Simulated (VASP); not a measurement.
# GaN (F-43m) in VASP: settings compared

One crystal, GaN, is run at these levels: PBEsol, TB-mBJ; tasks: band structure.

All numbers are computed with VASP 6.6.1; they aren't measurements. Logs are shortened: lines on timing, memory, paths and dates and some standing lists are left out, and cuts for length are marked.

**What was measured.**

From a printed reference work, textbook, for a bulk crystal of GaN at 0 K: band gap 3.299 eV (direct).

The results are compared with them further down.

## (1) Starting point

Symmetry: F-43m, No. 216, cubic system. The conventional cell has a = 4.495 Å, b = 4.495 Å, c = 4.495 Å, α = 90.00°, β = 90.00°, γ = 90.00°. Ga (site symmetry -43m) has 4 N at 1.95 Å as nearest neighbours. Around N (site symmetry -43m) lie 4 Ga at 1.95 Å.

The cell is a database's computed one.

## (2) Band structure, PBEsol

The input, INCAR:

```
  PREC = Accurate
  ENCUT = 520
  EDIFF = 1E-6
  ISMEAR = 0
  SIGMA = 0.03
  LREAL = False
  LASPH = True
  NELM = 80
  ALGO = Normal
  ISIF = 2
  LWAVE = False
  LCHARG = False
  GGA = PS
  NBANDS = 16
  ICORELEVEL = 1
```

The input, KPOINTS:

```
regular mesh
0
Gamma
  10 10 10
```

The input, POSCAR:

```
GaN                                     
1.0
    0.0000000000      2.2475536595      2.2475536595
    2.2475536595      0.0000000000      2.2475536595
    2.2475536595      2.2475536595      0.0000000000
  Ga              N             
     1     1
Direct
     0.0000000000000000    0.0000000000000000    0.0000000000000000
     0.7500000000000000    0.7500000000000000    0.7500000000000000
```

The input, KPOINTS_OPT:

```
explicit points
209
Reciprocal
 0.0000000000  0.0000000000  0.0000000000 1
 0.0263157895  0.0000000000  0.0263157895 1
 0.0526315789  0.0000000000  0.0526315789 1
 0.0789473684  0.0000000000  0.0789473684 1
 0.1052631579  0.0000000000  0.1052631579 1
 0.1315789474  0.0000000000  0.1315789474 1
[... 201 lines left out ...]
 0.4250000000  0.0000000000  0.4250000000 1
 0.4500000000  0.0000000000  0.4500000000 1
```

Potentials or basis: VASP PAW PBE potentials, release 64 (Ga_d, N).

Command:

```
cat potpaw_PBE.64/Ga_d/POTCAR potpaw_PBE.64/N/POTCAR > POTCAR
mpirun -np 1 vasp_std > vasp.out
```

OUTCAR:

```text
PREC = Accurate
   ENCUT = 520
   EDIFF = 1E-6
   ISMEAR = 0
   LREAL = False
   LASPH = True
   NELM = 80
   ISIF = 2
   GGA = PS

 ion  position               nearest neighbor table
   1  0.000  0.000  0.000-   2 1.95   2 1.95   2 1.95   2 1.95
   2  0.750  0.750  0.750-   1 1.95   1 1.95   1 1.95   1 1.95

  LATTYP: Found a face centered cubic cell.
 ALAT       =     4.4951073190

  Lattice vectors:

 A1 = (   0.0000000000,   2.2475536595,   2.2475536595)
 A2 = (   2.2475536595,   0.0000000000,   2.2475536595)
 A3 = (   2.2475536595,   2.2475536595,   0.0000000000)

Analysis of symmetry for initial positions (statically):
=====================================================================
 Subroutine PRICEL returns:
 Original cell was already a primitive cell.

 Routine SETGRP: Setting up the symmetry group for a
 face centered cubic supercell.

 Subroutine GETGRP returns: Found 24 space group operations
 (whereof 24 operations were pure point group operations)
 out of a pool of 48 trial point group operations.

The static configuration has the point symmetry T_d .

Analysis of symmetry for dynamics (positions and initial velocities):
=====================================================================
 Subroutine PRICEL returns:
 Original cell was already a primitive cell.

 Routine SETGRP: Setting up the symmetry group for a
 face centered cubic supercell.

 Subroutine GETGRP returns: Found 24 space group operations
 (whereof 24 operations were pure point group operations)
 out of a pool of 48 trial point group operations.

The dynamic configuration has the point symmetry T_d .

 Subroutine INISYM returns: Found 24 space group operations
 (whereof 24 operations are pure point group operations),
 and found     1 'primitive' translations

----------------------------------------------------------------------------------------

                                     Primitive cell

  volume of cell :      22.7070

  direct lattice vectors                    reciprocal lattice vectors
     0.000000000  2.247553659  2.247553659    -0.222464099  0.222464099  0.222464099
     2.247553659  0.000000000  2.247553659     0.222464099 -0.222464099  0.222464099
     2.247553659  2.247553659  0.000000000     0.222464099  0.222464099 -0.222464099

  length of vectors
     3.178520867  3.178520867  3.178520867     0.385319122  0.385319122  0.385319122

  position of ions in fractional coordinates (direct lattice)
     0.000000000  0.000000000  0.000000000
     0.750000000  0.750000000  0.750000000

  ion indices of the primitive-cell ions
   primitive index   ion index
                 1           1
                 2           2

----------------------------------------------------------------------------------------

 KPOINTS: regular mesh

Automatic generation of k-mesh.
 Grid dimensions read from file:
 generate k-points for:   10   10   10

 Generating k-lattice:

  Cartesian coordinates                     Fractional coordinates (reciprocal lattice)
    -0.022246410  0.022246410  0.022246410     0.100000000  0.000000000  0.000000000
     0.022246410 -0.022246410  0.022246410     0.000000000  0.100000000  0.000000000
     0.022246410  0.022246410 -0.022246410     0.000000000  0.000000000  0.100000000

  Length of vectors
     0.038531912  0.038531912  0.038531912

  Shift w.r.t. Gamma in fractional coordinates (k-lattice)
     0.000000000  0.000000000  0.000000000

 Subroutine IBZKPT returns following result:
 ===========================================

 Found     47 irreducible k-points:

 Following reciprocal coordinates:
            Coordinates               Weight
  0.000000  0.000000  0.000000      1.000000
  0.100000  0.000000  0.000000      8.000000
  0.200000  0.000000  0.000000      8.000000
  0.300000  0.000000  0.000000      8.000000
  0.400000  0.000000  0.000000      8.000000
  0.500000  0.000000  0.000000      4.000000
[... 16 lines left out ...]
  0.300000  0.300000  0.000000      6.000000
  0.400000  0.300000  0.000000     24.000000
 [... further k-points ...]
   k-points           NKPTS =     47   k-points in BZ     NKDIM =     47   number of bands    NBANDS=     16
   number of dos      NEDOS =    301   number of ions     NIONS =      2
   total plane-waves  NPLWV =  13824
   dimension x,y,z NGX =    24 NGY =   24 NGZ =   24
   dimension x,y,z NGXF=    48 NGYF=   48 NGZF=   48
   ions per type =               1   1
   NGX,Y,Z   is equivalent  to a cutoff of  12.55, 12.55, 12.55 a.u.
   NGXF,Y,Z  is equivalent  to a cutoff of  25.11, 25.11, 25.11 a.u.
 SYSTEM =  unknown system
   PREC   = accura    normal or accurate (medium, high low for compatibility)
   ISTART =      0    job   : 0-new  1-cont  2-samecut
   ICHARG =      2    charge: 1-file 2-atom 10-const
   ISPIN  =      1    spin polarized calculation?
   LNONCOLLINEAR =      F non collinear calculations
   LSORBIT =      F    spin-orbit coupling
   LASPH  =      T    aspherical Exc in radial PAW
   ENCUT  =  520.0 eV  38.22 Ry    6.18 a.u.   5.91  5.91  5.91*2*pi/ulx,y,z
   NELM   =     80;   NELMIN=  2; NELMDL= -5     # of ELM steps
   EDIFF  = 0.1E-05   stopping-criterion for ELM
   LREAL  =      F    real-space projection
   EDIFFG = 0.1E-04   stopping-criterion for IOM
   NSW    =      0    number of steps for IOM
   IBRION =     -1    ionic relax: 0-MD 1-quasi-New 2-CG
   NFREE  =      0    steps in history (QN), initial steepest desc. (CG)
   ISIF   =      2    stress and relaxation
   ISYM   =      2    0-nonsym 1-usesym 2-fastsym
   POTIM  = 0.5000    time-step for ionic-motion
   TEBEG  =    0.0;   TEEND  =   0.0 temperature during run
   PSTRESS=    0.0 pullay stress
   NELECT =      18.0000    total number of electrons
   NUPDOWN=      -1.0000    fix difference up-down
   EMIN   =  10.00;   EMAX   =-10.00  energy-range for DOS
   EFERMI =   0.00;   METHOD = LEGACY
   ISMEAR =     0;   SIGMA  =   0.03  broadening in eV -4-tet -1-fermi 0-gaus
   EFERMI_NEDOS =   21; number of points for ismear=-14 and -15
   IALGO  =     38    algorithm
   IMIX   =      4    mixing-type and parameters
     AMIX     =   0.40;   BMIX     =  1.00
     AMIX_MAG =   1.60;   BMIX_MAG =  1.00
  volume/ion in A,a.u.               =      11.35        76.62
  Fermi-wavevector in a.u.,A,eV,Ry     =   1.515115  2.863152 31.233173  2.295573
  Thomas-Fermi vector in A             =   2.624682
   LORBIT       =      0    0 simple, 1 ext, 2 COOP (PROOUT), +10 PAW based schemes
   GGA     = PS    functional components
   LHFCALC =     F    Hartree Fock is set to
   AEXX    =    0.0000 exact exchange contribution
   IVDW    =     0    specifies the selected vdW correction
   LEPSILON=     F    determine dielectric tensor
   LRPA    =     F    only Hartree local field effects (RPA)
 non-spin polarized calculation
 Gauss-broadening in eV      SIGMA  =   0.03
  energy-cutoff  :      520.00
  volume of cell :       22.71
 maximum number of plane-waves:       622
   NGX = 11   NGY = 11   NGZ = 11

 number of electron      18.0000010 magnetization

 Free energy of the ion-electron system (eV)
  ---------------------------------------------------
  ext. energy  EPLUGINS =         0.00000000
  ---------------------------------------------------
  free energy    TOTEN  =       -13.12249741 eV

  energy without entropy =      -13.12249741  energy(sigma->0) =      -13.12249741

 the core state eigenenergies are
   1-  1s -10217.1294  2s  -1250.5421  2p  -1086.9993  3s   -136.7577  3p    -87.5003

   2-  1s   -370.3728

 E-fermi :   5.3949     XC(G=0): -11.9446

 val. band max:        5.2360849410   @ k =   0.0000   0.0000   0.0000
 cond. band min:       6.9697716193   @ k =   0.0000   0.0000   0.0000
 fundamental gap:      1.7336866783
 Fermi energy:         5.3948784433

 k-point     1 :       0.0000    0.0000    0.0000
  band No.  band energies     occupation
      1     -10.7644      2.00000
      2      -8.1742      2.00000
      3      -8.1742      2.00000
      4      -8.1742      2.00000
      5      -7.8410      2.00000
      6      -7.8410      2.00000
[... 8 lines left out ...]
     15      23.9881      0.00000
     16      23.9881      0.00000

 k-point     2 :       0.1000    0.0000    0.0000
  band No.  band energies     occupation
      1     -10.6498      2.00000
      2      -8.1601      2.00000
      3      -8.1601      2.00000
      4      -8.1373      2.00000
      5      -7.8424      2.00000
      6      -7.8424      2.00000
[... 8 lines left out ...]
     15      22.7082      0.00000
     16      22.7082      0.00000

 k-point     3 :       0.2000    0.0000    0.0000
  band No.  band energies     occupation
      1     -10.3585      2.00000
      2      -8.1273      2.00000
      3      -8.1273      2.00000
      4      -7.9799      2.00000
      5      -7.8412      2.00000
      6      -7.8412      2.00000
[... 8 lines left out ...]
     15      21.9415      0.00000
     16      21.9415      0.00000

 k-point     4 :       0.3000    0.0000    0.0000
  band No.  band energies     occupation
      1     -10.0438      2.00000
      2      -8.0982      2.00000
      3      -8.0982      2.00000
      4      -7.8273      2.00000
      5      -7.8273      2.00000
      6      -7.5869      2.00000
[... 8 lines left out ...]
     15      22.4370      0.00000
     16      22.4370      0.00000
[... 156 lines left out ...]
      2      -8.0844      2.00000
      3      -8.0780      2.00000
      4      -7.8412      2.00000
      5      -7.8264      2.00000
      6      -7.3004      2.00000
[... 8 lines left out ...]
     15      21.6835      0.00000
     16      24.2690      0.00000

 k-point    14 :      -0.2000    0.1000    0.0000
  band No.  band energies     occupation
      1     -10.1795      2.00000
      2      -8.1079      2.00000
      3      -8.1021      2.00000
      4      -7.8863      2.00000
      5      -7.8574      2.00000
      6      -7.7575      2.00000
[... 8 lines left out ...]
     15      21.6067      0.00000
     16      24.0624      0.00000

 k-point    15 :      -0.1000    0.1000    0.0000
  band No.  band energies     occupation
      1     -10.4763      2.00000
      2      -8.1432      2.00000
      3      -8.1327      2.00000
      4      -8.0657      2.00000
      5      -7.8535      2.00000
      6      -7.8305      2.00000
[... 8 lines left out ...]
     15      21.6635      0.00000
     16      24.1372      0.00000

 k-point    16 :       0.2000    0.2000    0.0000
  band No.  band energies     occupation
      1     -10.2326      2.00000

------------------------ aborting loop because EDIFF is reached ----------------------------------------

  FORCE on cell =-STRESS in cart. coord.  units (eV):
  Direction    XX          YY          ZZ          XY          YZ          ZX
  --------------------------------------------------------------------------------------
  -------------------------------------------------------------------------------------
  Total        0.0232717      0.0232717      0.0232717     -0.0000000     -0.0000000      0.0000000
  in kB        1.6420179      1.6420179      1.6420179     -0.0000000     -0.0000000      0.0000000
  external PRESSURE =       1.6420179 kB  Pullay stress =       0.0000000 kB

 VOLUME and BASIS-vectors are now :
 -----------------------------------------------------------------------------
  energy-cutoff  :      520.00
  volume of cell :       22.71
      direct lattice vectors                 reciprocal lattice vectors
     0.000000000  2.247553659  2.247553659    -0.222464099  0.222464099  0.222464099
     2.247553659  0.000000000  2.247553659     0.222464099 -0.222464099  0.222464099
     2.247553659  2.247553659  0.000000000     0.222464099  0.222464099 -0.222464099

 POSITION                                       TOTAL-FORCE (eV/Angst)
 -----------------------------------------------------------------------------------
      0.00000      0.00000      0.00000         0.000000     -0.000000      0.000000
      3.37133      3.37133      3.37133        -0.000000      0.000000     -0.000000
 -----------------------------------------------------------------------------------
    total drift:                               -0.000001     -0.000001     -0.000001

  FREE ENERGIE OF THE ION-ELECTRON SYSTEM (eV)
  ---------------------------------------------------
  free  energy   TOTEN  =       -13.1224974072 eV

  energy  without entropy=      -13.1224974072  energy(sigma->0) =      -13.12249741
```

Wall time 17 s (1 thread of Intel Xeon 6975P-C (Granite Rapids), shared host); peak memory 0.16 GiB.

Results:

* Free energy: -13.1225 eV
* Pressure: 0.2 GPa
* Band gap on the k mesh: 1.73 eV, direct
* Band gap along the path: 1.73 eV, direct

Levels at the corners of the path, in eV from the valence-band top:
```
point  band 7  band 8  band 9  band 10  band 11  band 12
    Γ    0.00    0.00    0.00     1.73    10.25    10.25
    X   -6.21   -2.76   -2.76     3.23     6.61    11.63
    X   -6.21   -2.76   -2.76     3.23     6.61    11.63
    W   -5.78   -3.78   -3.74     6.13     8.44    10.24
    W   -5.78   -3.78   -3.74     6.13     8.44    10.24
    K   -5.95   -4.36   -2.22     4.89     7.87    11.00
    K   -5.95   -4.36   -2.22     4.89     7.87    11.00
    Γ    0.00    0.00    0.00     1.73    10.25    10.25
    Γ    0.00    0.00    0.00     1.73    10.25    10.25
    L   -7.17   -0.99   -0.99     4.62     8.67    10.31
    L   -7.17   -0.99   -0.99     4.62     8.67    10.31
    U   -5.95   -4.36   -2.22     4.89     7.87    11.00
    U   -5.95   -4.36   -2.22     4.89     7.87    11.00
    W   -5.78   -3.78   -3.74     6.13     8.44    10.24
    W   -5.78   -3.78   -3.74     6.13     8.44    10.24
    L   -7.17   -0.99   -0.99     4.62     8.67    10.31
    L   -7.17   -0.99   -0.99     4.62     8.67    10.31
    K   -5.95   -4.36   -2.22     4.89     7.87    11.00
    U   -5.95   -4.36   -2.22     4.89     7.87    11.00
    X   -6.21   -2.76   -2.76     3.23     6.61    11.63
```

Core levels (eV, on the scale of the bands):
```csv
atom,levels
1 Ga,"1s -10217.1, 2s -1250.5, 2p -1087.0, 3s -136.8, 3p -87.5"
2 N,1s -370.4
```

Caveat: the PAW data sets were made with another functional, which shifts forces and pressure a little.

## (3) Band structure, PBEsol, spin-orbit coupling, no magnetisation

INCAR, as its differences from that of step 2:

```diff
@@ -12,4 +12,7 @@
   LCHARG = False
+  MAGMOM = 0 0 0 0 0 0
+  LORBIT = 11
+  LSORBIT = True
+  GGA_COMPAT = False
   GGA = PS
-  NBANDS = 16
-  ICORELEVEL = 1
+  NBANDS = 32
```

The input, KPOINTS:

```
regular mesh
0
Gamma
  8 8 8
```

POSCAR is that of step 2.

KPOINTS_OPT is that of step 2.

Potentials or basis: VASP PAW PBE potentials, release 64 (Ga_d, N).

Command:

```
cat potpaw_PBE.64/Ga_d/POTCAR potpaw_PBE.64/N/POTCAR > POTCAR
mpirun -np 1 vasp_ncl > vasp.out
```

Run time: 83 s. Hardware: 1 thread of Intel Xeon 6975P-C (Granite Rapids), shared host; peak memory 0.25 GiB.

The run converged. Its results:

```
Free energy                                           : -13.1275 eV
Pressure                                              : 0.2 GPa
Valence electrons inside the program's atomic spheres : Ga 11.89; N 3.73
```

Caveat: the PAW data sets were made with another functional, which shifts forces and pressure a little.

## (4) Band structure, TB-mBJ

POSCAR is that of step 3.

The input, INCAR.step1:

```
  PREC = Accurate
  ENCUT = 520
  EDIFF = 1E-5
  ISMEAR = 0
  SIGMA = 0.03
  LREAL = False
  LASPH = True
  NELM = 80
  ALGO = Normal
  ISIF = 2
  LWAVE = True
  LCHARG = False
  NBANDS = 16
  GGA = PE
```

The input, INCAR.step2:

```
  PREC = Accurate
  ENCUT = 520
  EDIFF = 1E-6
  ISMEAR = 0
  SIGMA = 0.03
  LREAL = False
  LASPH = True
  NELM = 80
  ALGO = Normal
  ISIF = 2
  LWAVE = False
  LCHARG = False
  METAGGA = MBJ
  NBANDS = 16
  ISTART = 1
```

The input, KPOINTS:

```
regular mesh
0
Gamma
  10 10 10
```

KPOINTS_OPT is that of step 3.

Command:

```
cat potpaw_PBE.64/Ga_d/POTCAR potpaw_PBE.64/N/POTCAR > POTCAR
cp INCAR.step1 INCAR
mpirun -np 1 vasp_std > vasp.out
cp INCAR.step2 INCAR
mpirun -np 1 vasp_std > vasp.out
```

Wall time 58 s (1 thread of Intel Xeon 6975P-C (Granite Rapids), shared host); peak memory 0.16 GiB.

Results (log left out):

```
Band gap on the k mesh  : 2.91 eV, direct
Band gap along the path : 2.91 eV, direct
```

Levels at the corners of the path, in eV from the valence-band top:
```tsv
point	band 6	band 7	band 8	band 9	band 10	band 11	band 12	band 13
Γ	-12.82	0.00	0.00	0.00	2.91	11.76	11.76	11.77
X	-11.62	-5.61	-2.55	-2.55	4.62	8.15	13.25	15.92
X	-11.62	-5.61	-2.55	-2.55	4.62	8.15	13.25	15.92
W	-11.38	-5.18	-3.44	-3.31	7.35	9.99	11.66	12.35
W	-11.38	-5.18	-3.44	-3.31	7.35	9.99	11.66	12.35
K	-11.47	-5.35	-3.92	-2.05	6.25	9.34	12.52	14.36
K	-11.47	-5.35	-3.92	-2.05	6.25	9.34	12.52	14.36
Γ	-12.82	0.00	0.00	0.00	2.91	11.76	11.76	11.77
Γ	-12.82	0.00	0.00	0.00	2.91	11.76	11.76	11.77
L	-11.93	-6.49	-0.92	-0.92	6.05	10.12	11.64	11.64
L	-11.93	-6.49	-0.92	-0.92	6.05	10.12	11.64	11.64
U	-11.47	-5.35	-3.92	-2.05	6.25	9.34	12.52	14.36
U	-11.47	-5.35	-3.92	-2.05	6.25	9.34	12.52	14.36
W	-11.38	-5.18	-3.44	-3.31	7.35	9.99	11.66	12.35
W	-11.38	-5.18	-3.44	-3.31	7.35	9.99	11.66	12.35
L	-11.93	-6.49	-0.92	-0.92	6.05	10.12	11.64	11.64
L	-11.93	-6.49	-0.92	-0.92	6.05	10.12	11.64	11.64
K	-11.47	-5.35	-3.92	-2.05	6.25	9.34	12.52	14.36
U	-11.47	-5.35	-3.92	-2.05	6.25	9.34	12.52	14.36
X	-11.62	-5.61	-2.55	-2.55	4.62	8.15	13.25	15.92
```

Caveat: the PAW data sets were made with another functional, which shifts forces and pressure a little.

## (5) Summary

```csv
level,spin,k mesh,gap on the mesh (eV),pressure (GPa)
PBEsol,off,10 × 10 × 10,1.73,0.2
PBEsol,"SOC, no magnetisation",8 × 8 × 8,-,0.2
TB-mBJ,off,10 × 10 × 10,2.91,-
```

Alike in all rows: task band structure; potentials or basis VASP PAW PBE potentials, release 64 (Ga_d, N); cell as given; cutoff (eV) 520; smearing gaussian 0.03 eV.

Caveats: the PAW data sets were made with another functional, which shifts forces and pressure a little.

Absolute energies hang on the potentials; compare differences alone.

## (6) Against experiment

Step 2. Against the measured gap of GaN, 3.299 eV (direct; 0 K; a printed reference work, textbook), the calculated 1.73 eV is off by -1.57 eV. Spin-orbit coupling on Ga is left out. The value is that of PBEsol, without temperature or zero-point motion. Semilocal functionals fall short of measured gaps as a rule. The cell is a database's relaxed one, not the measured one, which moves gaps too.

Step 4. A measured gap of GaN is 3.299 eV (direct; 0 K; a printed reference work, textbook); the calculated 2.91 eV misses it by -0.39 eV. Spin-orbit coupling on Ga is left out. The value is that of TB-mBJ, without temperature or zero-point motion. The cell is a database's relaxed one, not the measured one, which moves gaps too.
